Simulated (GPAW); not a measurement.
Write an ASE script for GPAW 26.7.0 that does the following.

* Task: single point
* Functional: PBEsol
* Potentials or basis: PAW data sets generated in the run's folder for this functional
* Cutoff: 600 eV
* Basis: pw
* k mesh: 7 × 7 × 7
* Occupations: gaussian, width 0.02 eV
* Spin: no spin polarisation
* Maxiter: 150

The structure of Bi lies in POSCAR:

```
Bi
1.0
    2.2675000000      1.3091417354      3.9380000000
   -2.2675000000      1.3091417354      3.9380000000
    0.0000000000     -2.6182834708      3.9380000000
Bi
2
Direct
    0.7660000000      0.7660000000      0.7660000000
    0.2340000000      0.2340000000      0.2340000000
```

These files were run (other wordings do the same):

run.py

```python
from ase.dft.bandgap import bandgap
from ase.io import read, write
from ase.units import GPa
from gpaw import GPAW, PW, setup_paths

setup_paths.insert(0, '.')

atoms = read('POSCAR')

calc = GPAW(mode=PW(600),
            xc='PBEsol',
            kpts={'size': (7, 7, 7), 'gamma': True},
            occupations={'name': 'methfessel-paxton', 'order': 0, 'width': 0.02},
            nbands=25,
            convergence={'density': 1e-05, 'energy': 1e-05},
            maxiter=150,
            txt='gpaw.txt')
atoms.calc = calc
energy = atoms.get_potential_energy()
forces = atoms.get_forces()
stress = atoms.get_stress()
calc.write('gs.gpw')
write('result.traj', atoms)
print(f'Energy: {energy:.6f} eV')
print('Forces (eV/A):')
print(forces.round(4))
print('Stress (GPa):', (stress / GPa).round(3))
print('Fermi level:', round(calc.get_fermi_level(), 4), 'eV')
print(f'Gap: {bandgap(calc)[0]:.4f} eV, direct: {bandgap(calc, direct=True)[0]:.4f} eV')
```

Potentials or basis: PAW data sets generated in the run's folder for this functional, pw.

The run is started by

```console
$ gpaw-setup -f PBEsol Bi
$ OMP_NUM_THREADS=1 python run.py
```

It gave:

```
Pressure               : -0.4 GPa
Largest force          : 0.123 eV/Å
Band gap on the k mesh : 0.27 eV, indirect (least direct gap 0.53 eV)
```

Caveat: spin-orbit coupling is left out, which as a rule narrows the gap of such compounds by several tenths of an eV; an odd mesh through Γ misses points on the zone boundary, where band edges often lie.

It took 38 s on 1 thread of Intel(R) Xeon(R) Platinum 8375C CPU @ 2.90GHz (Ice Lake), on a shared host, peak memory 0.21 GiB.
